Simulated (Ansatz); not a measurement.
# A defect in a wire: Rh wire along [110], 4 atoms a period, Pd in place of one Rh, part 3 of 4

Aim: how much does this defect scatter, and at which energies?

Ansatz 0.2.0; DFT PBE, plane waves, PAW; relaxation of a wire's period (the session's first sound run).

So far. Step 2 (Relaxation of atoms and period): The cell's length comes to 2.515 Å with an absolute moment of 1.72 μB a cell. Step 3 (The wire at its relaxed period): At the computed energy nearest the Fermi level there are 5 spin-up and 9 spin-down channels, and the thermal average gives 6.44 G₀.

## 4. Relaxing the junction

This step: DFT PBE, plane waves, PAW; relaxation of a junction in a wire, ends held (Ansatz 0.2.0).

System of this step: Rh wire along [110], 4 atoms a period, Pd in place of one Rh. The cell holds 36 atoms: 35 Rh and 1 Pd. Cell: a = 8.715 Å, b = 10.862 Å, c = 22.633 Å, α = 90.0°, β = 90.0°, γ = 90.0°. Regions: held atoms, 24 atoms (24 Rh); free atoms, 12 atoms (11 Rh and 1 Pd). Vacuum lies along a and b. The structure's axis is c.

12 atoms at the defect are free to relax, while 24 stay where the perfect wire has them, so that the ends still repeat as a lead. The cutoff is set under the files' recommended one to save time.

Contents of input.yaml:

```yaml
crystal:
  lattice:
    - [8.715, 0.0, 0.0]
    - [0.0, 10.862, 0.0]
    - [0.0, 0.0, 22.6331573598]
  atoms:
    - { symbol: Rh, position: [0.407171114, 0.421839195, 0.0], spin: 0.37 }
    - { symbol: Rh, position: [0.661322864, 0.356015852, 0.055555556], spin: 0.38 }
    - { symbol: Rh, position: [0.592828886, 0.578191044, 0.055555556], spin: 0.37 }
    - { symbol: Rh, position: [0.338677136, 0.644014387, 0.0], spin: 0.38 }
    - { symbol: Rh, position: [0.407171114, 0.421839195, 0.111111111], spin: 0.37 }
    - { symbol: Rh, position: [0.661322864, 0.356015852, 0.166666667], spin: 0.38 }
    - { symbol: Rh, position: [0.592828886, 0.578191044, 0.166666667], spin: 0.37 }
    - { symbol: Rh, position: [0.338677136, 0.644014387, 0.111111111], spin: 0.38 }
    - { symbol: Rh, position: [0.407171114, 0.421839195, 0.222222222], spin: 0.37 }
    - { symbol: Rh, position: [0.661322864, 0.356015852, 0.277777778], spin: 0.38 }
    - { symbol: Rh, position: [0.592828886, 0.578191044, 0.277777778], spin: 0.37 }
    - { symbol: Rh, position: [0.338677136, 0.644014387, 0.222222222], spin: 0.38 }
    - { symbol: Rh, position: [0.407171114, 0.421839195, 0.333333333], spin: 0.37 }
    - { symbol: Rh, position: [0.661322864, 0.356015852, 0.388888889], spin: 0.38 }
    - { symbol: Rh, position: [0.592828886, 0.578191044, 0.388888889], spin: 0.37 }
    - { symbol: Rh, position: [0.338677136, 0.644014387, 0.333333333], spin: 0.38 }
    - { symbol: Rh, position: [0.407171114, 0.421839195, 0.444444444], spin: 0.37 }
    - { symbol: Rh, position: [0.661322864, 0.356015852, 0.5], spin: 0.38 }
    - { symbol: Rh, position: [0.592828886, 0.578191044, 0.5], spin: 0.37 }
    - { symbol: Pd, position: [0.338677136, 0.644014387, 0.444444444], spin: 0.6 }
    - { symbol: Rh, position: [0.407171114, 0.421839195, 0.555555556], spin: 0.37 }
    - { symbol: Rh, position: [0.661322864, 0.356015852, 0.611111111], spin: 0.38 }
    - { symbol: Rh, position: [0.592828886, 0.578191044, 0.611111111], spin: 0.37 }
    - { symbol: Rh, position: [0.338677136, 0.644014387, 0.555555556], spin: 0.38 }
    - { symbol: Rh, position: [0.407171114, 0.421839195, 0.666666667], spin: 0.37 }
    - { symbol: Rh, position: [0.661322864, 0.356015852, 0.722222222], spin: 0.38 }
    - { symbol: Rh, position: [0.592828886, 0.578191044, 0.722222222], spin: 0.37 }
    - { symbol: Rh, position: [0.338677136, 0.644014387, 0.666666667], spin: 0.38 }
    - { symbol: Rh, position: [0.407171114, 0.421839195, 0.777777778], spin: 0.37 }
    - { symbol: Rh, position: [0.661322864, 0.356015852, 0.833333333], spin: 0.38 }
    - { symbol: Rh, position: [0.592828886, 0.578191044, 0.833333333], spin: 0.37 }
    - { symbol: Rh, position: [0.338677136, 0.644014387, 0.777777778], spin: 0.38 }
    - { symbol: Rh, position: [0.407171114, 0.421839195, 0.888888889], spin: 0.37 }
    - { symbol: Rh, position: [0.661322864, 0.356015852, 0.944444444], spin: 0.38 }
    - { symbol: Rh, position: [0.592828886, 0.578191044, 0.944444444], spin: 0.37 }
    - { symbol: Rh, position: [0.338677136, 0.644014387, 0.888888889], spin: 0.38 }
magnetization:
  spin_polarized: true
kpoints:
  mp_grid: { grid: [1, 1, 2] }
scf:
  occupations: { method: fermi_dirac, width: 0.1 }
hamiltonian:
  xc: pbe
relax:
  constraints:
    - { sites: [0, 1, 2, 3, 4, 5, 6, 7, 8, 9, 10, 11, 24, 25, 26, 27, 28, 29, 30, 31, 32, 33, 34, 35] }
  f_tol: 0.06
  max_steps: 35
basis:
  ecutwfc: "350 eV"
```

Launch:

```console
$ ansatz run input.yaml --threads 4 --pin off --max-ram 16384MiB --backend cpu --events-out ev --progress --plain --runs-dir out
```

Numbers of over 12 decimals in the logs are rounded to 6 here.

Output:

```text
[...]
Warning: crystal.symmetry: narrowed to the stabiliser of the relax constraints — unitary ops 2 → 1; lowered at sites 9, 10, 21, 22 (the operations that carried what is held of a site onto what its image site leaves free; the constrained walk keeps no symmetry that its constraints do not admit)
[...]
Crystal: 36 atoms, lattice volume = 2142.507 Å³
Basis set: ecut = 350 eV, 31903 PW (Γ), exchange–correlation on 108×144×288 points (8 copies of the dense FFT grid, shifted against one another)
Bands: 377, of which v1, the nominal top of the filled ones, is band 307 counted from 1 (306 counted from 0)
Symmetry: 1 space group operations
k-points: 2
[...]
Starting moments: Σ|m| = 13.72 μB on 36 of 36 sites
[...]
SCF iter   1: F=—  HF=-231037.440113 eV  |F-HF|=—  |Δ(HF+E_count)|=         —  Δρ=3.83e-2 (↑3.83e-2 ↓3.47e-2)  dr2=3.11e2  dr2_m=4.04e-1  M=11.807 μB ∫|m|=11.842 μB  β_m=0.30  ethr=3.10e-3  ⟨swp⟩=7.2  Hψ=6099  notcnv=0  defer=20
[...]
SCF iter  12: F=-231013.356440 eV  HF=-231013.356487 eV  |F-HF|=4.78e-5  |Δ(HF+E_count)|=   4.94e-6  Δρ=2.35e-5 (↑1.85e-5 ↓2.35e-5)  dr2=5.40e-5  dr2_m=2.95e-6  M=13.231 μB ∫|m|=13.576 μB  ethr=9.64e-9  ⟨swp⟩=2.0  Hψ=4442  notcnv=0
SCF 1 converged in 12 iterations: F = -231013.356440 eV  dr2 = 5.40e-5
[...]
relax step   1: F+E_penalty+E_count = -231013.35643953 eV  Δ(F+E_penalty+E_count) = +0.000e0 eV  max|allowed force component| = 9.847e-1 eV/Å  Δτ_max = 0.0000 Å  (12 SCF iters, dr2 threshold 9.00e-5 eV, accepted)
[...]
SCF iter   8: F=-231013.476234 eV  HF=-231013.476243 eV  |F-HF|=8.96e-6  |Δ(HF+E_count)|=   8.90e-7  Δρ=1.22e-5 (↑9.87e-6 ↓1.22e-5)  dr2=1.14e-5  dr2_m=8.81e-7  M=13.010 μB ∫|m|=13.363 μB  ethr=4.21e-9  ⟨swp⟩=1.8  Hψ=4289  notcnv=0
SCF 2 converged in 8 iterations: F = -231013.476234 eV  dr2 = 1.14e-5
[...]
relax step   2: F+E_penalty+E_count = -231013.47623409 eV  Δ(F+E_penalty+E_count) = -1.198e-1 eV  max|allowed force component| = 1.518e-1 eV/Å  Δτ_max = 0.1240 Å  (8 SCF iters, dr2 threshold 6.06e-5 eV, accepted)
SCF iter   1: F=—  HF=-231013.482340 eV  |F-HF|=—  |Δ(HF+E_count)|=         —  Δρ=9.81e-4 (↑9.81e-4 ↓8.54e-4)  dr2=2.29e-2  dr2_m=3.44e-3  M=12.991 μB ∫|m|=13.345 μB  β_m=0.65  ethr=4.45e-5  ⟨swp⟩=4.0  Hψ=3413  notcnv=0  defer=82
[...]
SCF iter  13: F=-231013.483854 eV  HF=-231013.483854 eV  |F-HF|=1.13e-8  |Δ(HF+E_count)|=   6.02e-9  Δρ=4.23e-7 (↑3.63e-7 ↓4.23e-7)  dr2=1.44e-8  dr2_m=8.68e-10  M=12.907 μB ∫|m|=13.297 μB  ethr=1.63e-11  ⟨swp⟩=1.2  Hψ=4770  notcnv=0
SCF 3 converged in 13 iterations: F = -231013.483854 eV  dr2 = 1.44e-8
relax step   3: F+E_penalty+E_count = -231013.48385449 eV  Δ(F+E_penalty+E_count) = -7.620e-3 eV  max|allowed force component| = 5.929e-2 eV/Å  Δτ_max = 0.0390 Å  (13 SCF iters, accepted)
SCF converged after 13 iterations
Magnetization: 12.9069 μB (312.9535 up, 300.0465 down)
Absolute magnetization: 13.2919 μB (∫|ρ↑−ρ↓|, with the PAW one-centre terms)
[...]
Per-site moments (μB) at R_I (Å): [(0.329642, 1.025473), (0.356193, 1.025473), (0.338412, 1.025473), (0.351218, 1.025473), (0.350896, 1.025473), (0.383907, 1.025473), (0.362702, 1.025473), (0.344082, 1.025473), (0.388967, 1.025473), (0.379256, 1.025473), (0.391090, 1.025473), (0.390213, 1.014605), (0.332637, 1.019742), (0.183800, 1.018980), (0.144269, 1.018980), (0.350789, 1.014605), (0.033317, 1.037188), (0.183904,  [...]
Free energy (F): -231013.483854 eV
[...]
Internal energy: -231010.746637 eV  (E = F + TS)
E sigma→0 (E₀):  -231012.115246 eV
Entropy (-TS):   -2.737217 eV (-76.034 meV/atom)
Fermi energy:    1.613385 eV
[...]
--- Forces (eV/Å), atoms counted from 1 ---
  atom   1  Rh    -0.00556909    -0.04116469    -0.00729307
  atom   2  Rh     0.01207527    -0.02633498    -0.00969720
  atom   3  Rh     0.01187504     0.02843150     0.00137876
  atom   4  Rh    -0.02428409     0.03050629    -0.05076717
  atom   5  Rh    -0.02211074    -0.02705231    -0.02597135
  atom   6  Rh     0.02056091    -0.02497863    -0.00940937
  atom   7  Rh     0.03897260     0.04913878    -0.04855988
  atom   8  Rh    -0.02017158     0.02881590     0.03445728
  atom   9  Rh    -0.01991509    -0.07586562     0.03726325
  atom  10  Rh     0.01299611     0.01654683     0.00908867
  atom  11  Rh    -0.00277687     0.03594884     0.11044221
  atom  12  Rh     0.01688205     0.00684208    -0.22423521
  atom  13  Rh    -0.04721802    -0.00581005    -0.04182931
  atom  14  Rh     0.02943136    -0.05493225    -0.01335687
  atom  15  Rh     0.00159177     0.05684701     0.00061939
  atom  16  Rh    -0.01868127     0.01463132     0.00684704
  atom  17  Rh    -0.03792904    -0.01838194    -0.00109344
  atom  18  Rh     0.02730676    -0.05928522     0.01738753
  atom  19  Rh     0.00241340     0.05230054    -0.00057943
  atom  20  Pd     0.01699157    -0.00310674    -0.00495018
  atom  21  Rh    -0.04751429    -0.00663964     0.04084145
  atom  22  Rh     0.01836266     0.01536832     0.00504946
  atom  23  Rh     0.01234731     0.01159121     0.00209811
  atom  24  Rh    -0.02624455     0.01690840    -0.00092782
  atom  25  Rh    -0.00244308    -0.05983582    -0.05304315
  atom  26  Rh     0.01710480    -0.01499424    -0.01265379
  atom  27  Rh     0.02401478     0.04573873    -0.00890731
  atom  28  Rh     0.02076680     0.00660559     0.20545216
  atom  29  Rh    -0.01955825    -0.02193015     0.01934232
  atom  30  Rh     0.01530242    -0.02578490     0.00908620
  atom  31  Rh     0.00697918     0.02706099    -0.00096489
  atom  32  Rh    -0.01567477     0.02871744    -0.03599516
  atom  33  Rh    -0.00443216    -0.03968494     0.00555973
  atom  34  Rh     0.01030986    -0.02648448    -0.00117231
  atom  35  Rh     0.02368443     0.02992516    -0.00451593
  atom  36  Rh    -0.02540157     0.03035452     0.05101077
  max |Σ_I F_I| component: 4.46e-5 eV/Å
--- Relaxed structure (3 steps of the walk, 3 accepted, 0 SCFs on fresh bases) ---
  F+E_penalty+E_count = -231013.48385449 eV   max|allowed force component| = 5.929e-2 eV/Å
  atoms:
    - { symbol: Rh, position: [0.407171114, 0.421839, -5.555553914281406e-11] }
    - { symbol: Rh, position: [0.661323, 0.356015852, 0.055556] }
    - { symbol: Rh, position: [0.592828886, 0.578191044, 0.055556] }
    - { symbol: Rh, position: [0.338677, 0.644014387, -5.555553914281406e-11] }
    - { symbol: Rh, position: [0.407171114, 0.421839, 0.111111] }
    - { symbol: Rh, position: [0.661323, 0.356015852, 0.166667] }
    - { symbol: Rh, position: [0.592828886, 0.578191044, 0.166667] }
    - { symbol: Rh, position: [0.338677, 0.644014387, 0.111111] }
    - { symbol: Rh, position: [0.407171114, 0.421839, 0.222222] }
    - { symbol: Rh, position: [0.661323, 0.356015852, 0.277778] }
    - { symbol: Rh, position: [0.592828886, 0.578191044, 0.277778] }
    - { symbol: Rh, position: [0.338677, 0.644014387, 0.222222] }
    - { symbol: Rh, position: [0.404477, 0.422718, 0.333280] }
    - { symbol: Rh, position: [0.656376, 0.356996, 0.388910] }
    - { symbol: Rh, position: [0.590380, 0.578165, 0.389447] }
    - { symbol: Rh, position: [0.337827, 0.643882, 0.330896] }
    - { symbol: Rh, position: [0.406936, 0.421140, 0.444367] }
    - { symbol: Rh, position: [0.656269, 0.357264, 0.499890] }
    - { symbol: Rh, position: [0.590122, 0.578380, 0.499006] }
    - { symbol: Pd, position: [0.324320, 0.653623, 0.444309] }
    - { symbol: Rh, position: [0.404350, 0.423055, 0.555496] }
    - { symbol: Rh, position: [0.661394, 0.357282, 0.610966] }
    - { symbol: Rh, position: [0.591816, 0.579458, 0.610420] }
    - { symbol: Rh, position: [0.337107, 0.644123, 0.557787] }
    - { symbol: Rh, position: [0.407171114, 0.421839, 0.666667] }
    - { symbol: Rh, position: [0.661323, 0.356015852, 0.722222] }
    - { symbol: Rh, position: [0.592828886, 0.578191044, 0.722222] }
    - { symbol: Rh, position: [0.338677, 0.644014387, 0.666667] }
    - { symbol: Rh, position: [0.407171114, 0.421839, 0.777778] }
    - { symbol: Rh, position: [0.661323, 0.356015852, 0.833333] }
    - { symbol: Rh, position: [0.592828886, 0.578191044, 0.833333] }
    - { symbol: Rh, position: [0.338677, 0.644014387, 0.777778] }
    - { symbol: Rh, position: [0.407171114, 0.421839, 0.888889] }
    - { symbol: Rh, position: [0.661323, 0.356015852, 0.944444] }
    - { symbol: Rh, position: [0.592828886, 0.578191044, 0.944444] }
    - { symbol: Rh, position: [0.338677, 0.644014387, 0.888889] }
```

The job ended after 5.1 min (4 threads of Arm Neoverse V1, shared host; peak memory 7.9 GiB; 20 min of CPU time).

Relaxation path:

```tsv
step	energy less that of the first step (eV)	largest force component (eV/Å)
1	0.0000	0.9847
2	-0.1198	0.1518
3	-0.1274	0.0593
```

The atoms that moved most (Å):

```tsv
atom	dx	dy	dz	length
Pd20	-0.125	0.104	-0.003	0.163
Rh16	-0.007	-0.001	-0.055	0.056
Rh24	-0.014	0.001	0.050	0.052
Rh18	-0.044	0.014	-0.002	0.046
Rh14	-0.043	0.011	0.000	0.044
Rh19	-0.024	0.002	-0.023	0.033
Rh21	-0.025	0.013	-0.001	0.028
Rh13	-0.023	0.010	-0.001	0.025
```

The relaxed structure:

```cif
data_structure
_symmetry_space_group_name_H-M 'P 1'
_symmetry_Int_Tables_number 1
_cell_length_a 8.7150
_cell_length_b 10.8620
_cell_length_c 22.6332
_cell_angle_alpha 90.000
_cell_angle_beta 90.000
_cell_angle_gamma 90.000
_cell_volume 2142.51
loop_
_atom_site_label
_atom_site_type_symbol
_atom_site_fract_x
_atom_site_fract_y
_atom_site_fract_z
_atom_site_occupancy
Rh1 Rh 0.40717 0.42184 0.00000 1
Rh2 Rh 0.66132 0.35602 0.05556 1
Rh3 Rh 0.59283 0.57819 0.05556 1
Rh4 Rh 0.33868 0.64401 0.00000 1
Rh5 Rh 0.40717 0.42184 0.11111 1
Rh6 Rh 0.66132 0.35602 0.16667 1
Rh7 Rh 0.59283 0.57819 0.16667 1
Rh8 Rh 0.33868 0.64401 0.11111 1
Rh9 Rh 0.40717 0.42184 0.22222 1
Rh10 Rh 0.66132 0.35602 0.27778 1
Rh11 Rh 0.59283 0.57819 0.27778 1
Rh12 Rh 0.33868 0.64401 0.22222 1
Rh13 Rh 0.40448 0.42272 0.33328 1
Rh14 Rh 0.65638 0.35700 0.38891 1
Rh15 Rh 0.59038 0.57816 0.38945 1
Rh16 Rh 0.33783 0.64388 0.33090 1
Rh17 Rh 0.40694 0.42114 0.44437 1
Rh18 Rh 0.65627 0.35726 0.49989 1
Rh19 Rh 0.59012 0.57838 0.49901 1
Pd20 Pd 0.32432 0.65362 0.44431 1
Rh21 Rh 0.40435 0.42305 0.55550 1
Rh22 Rh 0.66139 0.35728 0.61097 1
Rh23 Rh 0.59182 0.57946 0.61042 1
Rh24 Rh 0.33711 0.64412 0.55779 1
Rh25 Rh 0.40717 0.42184 0.66667 1
Rh26 Rh 0.66132 0.35602 0.72222 1
Rh27 Rh 0.59283 0.57819 0.72222 1
Rh28 Rh 0.33868 0.64401 0.66667 1
Rh29 Rh 0.40717 0.42184 0.77778 1
Rh30 Rh 0.66132 0.35602 0.83333 1
Rh31 Rh 0.59283 0.57819 0.83333 1
Rh32 Rh 0.33868 0.64401 0.77778 1
Rh33 Rh 0.40717 0.42184 0.88889 1
Rh34 Rh 0.66132 0.35602 0.94444 1
Rh35 Rh 0.59283 0.57819 0.94444 1
Rh36 Rh 0.33868 0.64401 0.88889 1
```

Numbers from this step:

* energy at zero smearing: -231012.1152 eV
* total moment: 12.91 μB
* absolute moment: 13.29 μB

Site moment by element, in μB:

```tsv
element	atoms	mean	spread (r.m.s.)	least	largest
Rh	35	0.328	0.083	0.033	0.397
Pd	1	0.018	0.000	0.018	0.018
```

The atoms farthest from the mean of their element:

```tsv
atom	x, y, z (Å)	site moment (μB)
Rh17	3.55, 4.57, 10.06	0.033
Rh15	5.15, 6.28, 8.81	0.144
Rh19	5.14, 6.28, 11.29	0.145
Rh14	5.72, 3.88, 8.80	0.184
Rh18	5.72, 3.88, 11.31	0.184
Rh28	2.95, 7.00, 15.09	0.397
Rh23	5.16, 6.29, 13.82	0.396
Rh25	3.55, 4.58, 15.09	0.395
```

The largest force component on a free atom ends at 0.059 eV/Å, under the limit of 0.06. Pd ends nearest to Rh at 2.57 Å, Rh at 2.57 Å, Rh at 2.63 Å, Rh at 2.75 Å and Rh at 2.75 Å.

(Continued in part 4 of 4.)

[Logs are printed without paths, hosts, clocks, repeated set-up lines and the standing remarks that a program may print on its own settings, such as how far it seeks lower states.]

[Hosts, paths, dates, database ids (printed as entryN), source tags and the programs' standing remarks are cut or masked in the printed files.]
